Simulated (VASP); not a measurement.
# KBr (Pm-3m) in VASP: a series of runs

The runs below take KBr through single point, with PBE.

Everything below comes from runs of VASP 6.6.1. Logs are shortened: lines on timing, memory, paths and dates and some standing lists are left out, and cuts for length are marked.

## 1. The crystal as given

Symmetry: Pm-3m, No. 221, cubic system. Conventional cell: a = 4.043 Å, b = 4.043 Å, c = 4.043 Å, α = 90.00°, β = 90.00°, γ = 90.00°. Around Br (site symmetry m-3m) lie 8 K at 3.50 Å. Around K (site symmetry m-3m) lie 8 Br at 3.50 Å.

Measurements of this composition are mostly on another form, of space group No. 225.

## 2. Single point, PBE

The input, INCAR:

```
  PREC = Accurate
  ENCUT = 250
  EDIFF = 1E-6
  ISMEAR = 0
  SIGMA = 0.05
  LREAL = False
  LASPH = True
  NELM = 100
  ALGO = Normal
  ISIF = 2
  LWAVE = False
  LCHARG = False
  GGA = PE
  NBANDS = 14
  ADDGRID = False
```

The input, KPOINTS:

```
Automatic mesh
0
Gamma
  7 7 7
```

The input, POSCAR:

```
KBr
1.0
    4.0434990000      0.0000000000      0.0000000000
    0.0000000000      4.0434990000      0.0000000000
    0.0000000000      0.0000000000      4.0434990000
Br K
1 1
Direct
    0.5000000000      0.5000000000      0.5000000000
    0.0000000000      0.0000000000      0.0000000000
```

Potentials or basis: VASP PAW PBE potentials, release 64 (Br, K_pv).

Command:

```console
> cat potpaw_PBE.64/Br/POTCAR potpaw_PBE.64/K_pv/POTCAR > POTCAR
> mpirun -np 1 vasp_std > vasp.out
```

OUTCAR:

```text
PREC = Accurate
   ENCUT = 250
   EDIFF = 1E-6
   ISMEAR = 0
   LREAL = False
   LASPH = True
   NELM = 100
   ISIF = 2
   GGA = PE

 Found     20 irreducible k-points:

 Following reciprocal coordinates:
            Coordinates               Weight
  0.000000  0.000000  0.000000      1.000000
  0.142857  0.000000  0.000000      6.000000
  0.285714  0.000000  0.000000      6.000000
  0.428571  0.000000  0.000000      6.000000
  0.142857  0.142857  0.000000     12.000000
  0.285714  0.142857  0.000000     24.000000
   k-points           NKPTS =     20   k-points in BZ     NKDIM =     20   number of bands    NBANDS=     14
   number of dos      NEDOS =    301   number of ions     NIONS =      2
   total plane-waves  NPLWV =  13824
   dimension x,y,z NGX =    24 NGY =   24 NGZ =   24
   dimension x,y,z NGXF=    48 NGYF=   48 NGZF=   48
   ions per type =               1   1
   NGX,Y,Z   is equivalent  to a cutoff of   9.87,  9.87,  9.87 a.u.
   NGXF,Y,Z  is equivalent  to a cutoff of  19.73, 19.73, 19.73 a.u.
 SYSTEM =  unknown system
   PREC   = accura    normal or accurate (medium, high low for compatibility)
   ISTART =      0    job   : 0-new  1-cont  2-samecut
   ICHARG =      2    charge: 1-file 2-atom 10-const
   ISPIN  =      1    spin polarized calculation?
   LNONCOLLINEAR =      F non collinear calculations
   LSORBIT =      F    spin-orbit coupling
   LASPH  =      T    aspherical Exc in radial PAW
   ENCUT  =  250.0 eV  18.37 Ry    4.29 a.u.   5.21  5.21  5.21*2*pi/ulx,y,z
   NELM   =    100;   NELMIN=  2; NELMDL= -5     # of ELM steps
   EDIFF  = 0.1E-05   stopping-criterion for ELM
[... 18 lines left out ...]
     AMIX     =   0.40;   BMIX     =  1.00
     AMIX_MAG =   1.60;   BMIX_MAG =  1.00
  volume/ion in A,a.u.               =      33.06       223.07
  Fermi-wavevector in a.u.,A,eV,Ry     =   0.975799  1.843992 12.955234  0.952183
  Thomas-Fermi vector in A             =   2.106367
   LORBIT       =      0    0 simple, 1 ext, 2 COOP (PROOUT), +10 PAW based schemes
   GGA     = PE    functional components
[... 5 lines left out ...]
 non-spin polarized calculation
 Gauss-broadening in eV      SIGMA  =   0.05
  energy-cutoff  :      250.00
  volume of cell :       66.11
 maximum number of plane-waves:       619
 NGX is ok and might be reduce to    24
   NGX = 11   NGY = 11   NGZ = 11

 number of electron      13.9999985 magnetization

 Free energy of the ion-electron system (eV)
  ---------------------------------------------------
  ext. energy  EPLUGINS =         0.00000000
  ---------------------------------------------------
  free energy    TOTEN  =        -6.04109368 eV

  energy without entropy =       -6.04109368  energy(sigma->0) =       -6.04109368

 E-fermi :  -1.6818     XC(G=0):  -7.7944

 val. band max:       -1.9789043978   @ k =   0.4286   0.4286   0.0000
 cond. band min:       1.8983835582   @ k =   0.0000   0.0000   0.0000
 fundamental gap:      3.8772879560
 Fermi energy:        -1.6818299431

 k-point     1 :       0.0000    0.0000    0.0000
  band No.  band energies     occupation
      1     -14.7420      2.00000
      2     -14.0367      2.00000
      3     -14.0367      2.00000
      4     -14.0367      2.00000
      5      -2.2172      2.00000
      6      -2.2172      2.00000
      7      -2.2172      2.00000
      8       1.8984      0.00000
      9       3.8937      0.00000
     10       3.8937      0.00000
     11       7.8501      0.00000
     12       7.8501      0.00000
     13       7.8501      0.00000
     14      10.5927      0.00000

 k-point     2 :       0.1429    0.0000    0.0000
  band No.  band energies     occupation
      1     -14.7766      2.00000
      2     -14.0331      2.00000
      3     -14.0331      2.00000
      4     -13.9978      2.00000
      5      -2.6370      2.00000
      6      -2.2114      2.00000
      7      -2.2114      2.00000
      8       2.3750      0.00000
      9       4.0505      0.00000
     10       4.3115      0.00000
     11       7.7779      0.00000
     12       7.7779      0.00000
     13       7.9451      0.00000
     14       9.7800      0.00000

 k-point     3 :       0.2857    0.0000    0.0000
  band No.  band energies     occupation
      1     -14.8488      2.00000
      2     -14.0250      2.00000
      3     -14.0250      2.00000
      4     -13.9134      2.00000
      5      -3.3673      2.00000
      6      -2.1991      2.00000
      7      -2.1991      2.00000
      8       3.3504      0.00000
      9       4.4997      0.00000
     10       5.2326      0.00000
     11       7.7077      0.00000
     12       7.7077      0.00000
     13       8.1858      0.00000
     14       8.3587      0.00000

 k-point     4 :       0.4286    0.0000    0.0000
  band No.  band energies     occupation
      1     -14.9029      2.00000
      2     -14.0185      2.00000
      3     -14.0185      2.00000
      4     -13.8473      2.00000
      5      -3.8393      2.00000
      6      -2.1899      2.00000
      7      -2.1899      2.00000
      8       4.3265      0.00000
      9       5.0940      0.00000
     10       5.7103      0.00000
     11       7.1990      0.00000
     12       7.8039      0.00000
     13       7.8039      0.00000
     14       8.4189      0.00000

 k-point     5 :       0.1429    0.1429    0.0000
  band No.  band energies     occupation
      1     -14.7880      2.00000
      2     -14.0633      2.00000
      3     -14.0297      2.00000
      4     -13.9525      2.00000
      5      -2.7051      2.00000
      6      -2.4907      2.00000
      7      -2.1992      2.00000
      8       2.7850      0.00000
      9       4.3015      0.00000
     10       4.5766      0.00000
     11       7.4276      0.00000
     12       7.6107      0.00000
     13       8.2513      0.00000
     14       9.8491      0.00000

 k-point     6 :       0.2857    0.1429    0.0000
  band No.  band energies     occupation
      1     -14.8203      2.00000
      2     -14.0683      2.00000
      3     -14.0219      2.00000
      4     -13.9052      2.00000
      5      -3.3068      2.00000
      6      -2.5004      2.00000
      7      -2.1719      2.00000
      8       3.6192      0.00000
      9       4.6533      0.00000
     10       5.3896      0.00000
     11       7.1845      0.00000
     12       7.3627      0.00000
     13       8.2223      0.00000
     14       8.8124      0.00000

 [... further k-points ...]

------------------------ aborting loop because EDIFF is reached ----------------------------------------

  FORCE on cell =-STRESS in cart. coord.  units (eV):
  Direction    XX          YY          ZZ          XY          YZ          ZX
  --------------------------------------------------------------------------------------
  -------------------------------------------------------------------------------------
  Total        0.0027646      0.0027646      0.0027646      0.0000000      0.0000000     -0.0000000
  in kB        0.0670004      0.0670004      0.0670004      0.0000000      0.0000000     -0.0000000
  external PRESSURE =       0.0670004 kB  Pullay stress =       0.0000000 kB

 VOLUME and BASIS-vectors are now :
 -----------------------------------------------------------------------------
  energy-cutoff  :      250.00
  volume of cell :       66.11
      direct lattice vectors                 reciprocal lattice vectors
     4.043499000  0.000000000  0.000000000     0.247310559  0.000000000  0.000000000
     0.000000000  4.043499000  0.000000000     0.000000000  0.247310559  0.000000000
     0.000000000  0.000000000  4.043499000     0.000000000  0.000000000  0.247310559

 POSITION                                       TOTAL-FORCE (eV/Angst)
 -----------------------------------------------------------------------------------
      2.02175      2.02175      2.02175         0.000000      0.000000      0.000000
      0.00000      0.00000      0.00000         0.000000      0.000000      0.000000
 -----------------------------------------------------------------------------------
    total drift:                                0.000000     -0.000000     -0.000000

  FREE ENERGIE OF THE ION-ELECTRON SYSTEM (eV)
  ---------------------------------------------------
  free  energy   TOTEN  =        -6.0410936815 eV

  energy  without entropy=       -6.0410936815  energy(sigma->0) =       -6.04109368
```

Run time: 3.7 s. Hardware: 1 thread of Intel Xeon Platinum 8488C (Sapphire Rapids), shared host; peak memory 0.13 GiB.

These settings aren't checked as converged: the numbers below hold their error.

Results:

```
Free energy            : -6.0411 eV
Pressure               : 0.0 GPa
Band gap on the k mesh : 3.88 eV, indirect (least direct gap 4.12 eV)
```

Caveat: the cutoff is under 1.25 times the usual one of these potentials, so pressure, stress and relaxed cells hold a basis-set (Pulay) error; an odd mesh through Γ misses points on the zone boundary, where band edges often lie.

## 3. Single point, PBE

Edit INCAR of step 2 so:

```diff
@@ -1,3 +1,3 @@
   PREC = Accurate
-  ENCUT = 250
+  ENCUT = 350
   EDIFF = 1E-6
```

The input, KPOINTS:

```
Automatic mesh
0
Gamma
  6 6 6
```

POSCAR is that of step 2.

Potentials or basis: VASP PAW PBE potentials, release 64 (Br, K_pv).

Command:

```console
> cat potpaw_PBE.64/Br/POTCAR potpaw_PBE.64/K_pv/POTCAR > POTCAR
> mpirun -np 1 vasp_std > vasp.out
```

Wall time 6.1 s (1 thread of Intel Xeon Platinum 8488C (Sapphire Rapids), shared host); peak memory 0.16 GiB.

The run converged, but some of its settings lie outside the range that counts as converged, so its numbers aren't taken as properties of the crystal.

What came out:

```
Free energy            : -6.0413 eV
Pressure               : 0.1 GPa
Band gap on the k mesh : 3.86 eV, indirect (least direct gap 4.12 eV)
```

## 4. Single point, PBE

Edit INCAR of step 3 so:

```diff
@@ -1,3 +1,3 @@
   PREC = Accurate
-  ENCUT = 350
+  ENCUT = 550
   EDIFF = 1E-6
```

The input, KPOINTS:

```
Automatic mesh
0
Gamma
  5 5 5
```

POSCAR is that of step 3.

Command:

```console
> cat potpaw_PBE.64/Br/POTCAR potpaw_PBE.64/K_pv/POTCAR > POTCAR
> mpirun -np 1 vasp_std > vasp.out
```

It took 4.7 s on 1 thread of Intel Xeon Platinum 8488C (Sapphire Rapids), shared host; peak memory 0.18 GiB.

The run converged, but some of its settings lie outside the range that counts as converged, so its numbers aren't taken as properties of the crystal.

Results:

| Item | Value |
| --- | --- |
| Free energy | -6.0412 eV |
| Pressure | 0.1 GPa |
| Band gap on the k mesh | 3.90 eV, indirect (least direct gap 4.12 eV) |

Caveat: an odd mesh through Γ misses points on the zone boundary, where band edges often lie.

## 5. Single point, PBE

Edit INCAR of step 4 so:

```diff
@@ -1,3 +1,3 @@
   PREC = Accurate
-  ENCUT = 550
+  ENCUT = 400
   EDIFF = 1E-6
```

The input, KPOINTS:

```
Automatic mesh
0
Gamma
  6 6 6
```

POSCAR is that of step 4.

Potentials or basis: VASP PAW PBE potentials, release 64 (Br, K_pv).

Command:

```console
> cat potpaw_PBE.64/Br/POTCAR potpaw_PBE.64/K_pv/POTCAR > POTCAR
> mpirun -np 1 vasp_std > vasp.out
```

OUTCAR:

```text
PREC = Accurate
   ENCUT = 400
   EDIFF = 1E-6
   ISMEAR = 0
   LREAL = False
   LASPH = True
   NELM = 100
   ISIF = 2
   GGA = PE

 Found     20 irreducible k-points:

 Following reciprocal coordinates:
            Coordinates               Weight
  0.000000  0.000000  0.000000      1.000000
  0.166667  0.000000  0.000000      6.000000
  0.333333  0.000000  0.000000      6.000000
  0.500000  0.000000  0.000000      3.000000
  0.166667  0.166667  0.000000     12.000000
  0.333333  0.166667  0.000000     24.000000
   k-points           NKPTS =     20   k-points in BZ     NKDIM =     20   number of bands    NBANDS=     14
   number of dos      NEDOS =    301   number of ions     NIONS =      2
   total plane-waves  NPLWV =  21952
   dimension x,y,z NGX =    28 NGY =   28 NGZ =   28
   dimension x,y,z NGXF=    56 NGYF=   56 NGZF=   56
   ions per type =               1   1
   NGX,Y,Z   is equivalent  to a cutoff of  11.51, 11.51, 11.51 a.u.
   NGXF,Y,Z  is equivalent  to a cutoff of  23.02, 23.02, 23.02 a.u.
 SYSTEM =  unknown system
   PREC   = accura    normal or accurate (medium, high low for compatibility)
   ISTART =      0    job   : 0-new  1-cont  2-samecut
   ICHARG =      2    charge: 1-file 2-atom 10-const
   ISPIN  =      1    spin polarized calculation?
   LNONCOLLINEAR =      F non collinear calculations
   LSORBIT =      F    spin-orbit coupling
[... 72 lines left out ...]
     11       7.8468      0.00000
     12       7.8468      0.00000
     13       7.8468      0.00000
     14      10.5884      0.00000
[... 71 lines left out ...]
      1     -14.8190      2.00000
      2     -14.0767      2.00000
      3     -14.0204      2.00000
      4     -13.8998      2.00000
      5      -3.4699      2.00000
      6      -2.5707      2.00000
      7      -2.1542      2.00000
      8       3.9695      0.00000
      9       4.7548      0.00000
     10       5.6934      0.00000
     11       7.0520      0.00000
     12       7.2430      0.00000
     13       7.9568      0.00000
     14       8.5680      0.00000

 [... further k-points ...]

------------------------ aborting loop because EDIFF is reached ----------------------------------------

  FORCE on cell =-STRESS in cart. coord.  units (eV):
  Direction    XX          YY          ZZ          XY          YZ          ZX
  --------------------------------------------------------------------------------------
  -------------------------------------------------------------------------------------
  Total        0.0411390      0.0411390      0.0411390      0.0000000      0.0000000     -0.0000000
  in kB        0.9969922      0.9969922      0.9969922      0.0000000      0.0000000     -0.0000000
  external PRESSURE =       0.9969922 kB  Pullay stress =       0.0000000 kB

 VOLUME and BASIS-vectors are now :
 -----------------------------------------------------------------------------
  energy-cutoff  :      400.00
  volume of cell :       66.11
      direct lattice vectors                 reciprocal lattice vectors
     4.043499000  0.000000000  0.000000000     0.247310559  0.000000000  0.000000000
     0.000000000  4.043499000  0.000000000     0.000000000  0.247310559  0.000000000
     0.000000000  0.000000000  4.043499000     0.000000000  0.000000000  0.247310559

 POSITION                                       TOTAL-FORCE (eV/Angst)
 -----------------------------------------------------------------------------------
      2.02175      2.02175      2.02175         0.000000      0.000000      0.000000
      0.00000      0.00000      0.00000         0.000000      0.000000      0.000000
 -----------------------------------------------------------------------------------
    total drift:                               -0.000000      0.000000      0.000000

  FREE ENERGIE OF THE ION-ELECTRON SYSTEM (eV)
  ---------------------------------------------------
  free  energy   TOTEN  =        -6.0414088022 eV

  energy  without entropy=       -6.0414088022  energy(sigma->0) =       -6.04140880
```

OSZICAR:

```text
N       E                     dE             d eps       ncg     rms          rms(c)
DAV:   1     0.655044420437E+02    0.65504E+02   -0.53471E+03   600   0.706E+02
DAV:   2    -0.178902011612E+01   -0.67293E+02   -0.62261E+02   690   0.159E+02
DAV:   3    -0.620863171203E+01   -0.44196E+01   -0.44038E+01   710   0.369E+01
DAV:   4    -0.623996298784E+01   -0.31331E-01   -0.31329E-01   644   0.366E+00
DAV:   5    -0.624014057937E+01   -0.17759E-03   -0.17759E-03   742   0.304E-01    0.226E+00
DAV:   6    -0.606467925613E+01    0.17546E+00   -0.20655E-01   638   0.240E+00    0.160E+00
DAV:   7    -0.603824670468E+01    0.26433E-01   -0.98193E-02   664   0.197E+00    0.846E-01
DAV:   8    -0.604123487090E+01   -0.29882E-02   -0.90572E-03   596   0.716E-01    0.137E-01
DAV:   9    -0.604126884166E+01   -0.33971E-04   -0.52567E-04   750   0.156E-01    0.683E-02
DAV:  10    -0.604140919539E+01   -0.14035E-03   -0.19902E-04   566   0.101E-01    0.122E-02
DAV:  11    -0.604140880215E+01    0.39324E-06   -0.88503E-07   706   0.733E-03
   1 F= -.60414088E+01 E0= -.60414088E+01  d E =-.916253E-16
```

Run time: 6.2 s. Hardware: 1 thread of Intel Xeon Platinum 8488C (Sapphire Rapids), shared host; peak memory 0.16 GiB.

The run converged, but some of its settings lie outside the range that counts as converged, so its numbers aren't taken as properties of the crystal.

What came out:

| Quantity | Value |
| --- | --- |
| Free energy | -6.0414 eV |
| Pressure | 0.1 GPa |
| Band gap on the k mesh | 3.86 eV, indirect (least direct gap 4.12 eV) |

## 6. For comparison

An earlier run on the cell as given: functional PBE; potentials or basis VASP PAW PBE potentials, release 64 (Br, K_sv); cutoff 520 eV; k mesh 7 × 7 × 7; occupations fermi-dirac, width 0.05 eV; no spin polarisation.

* Pressure: 0.0 GPa
* Band gap on the k mesh: 3.89 eV, indirect (least direct gap 4.12 eV)
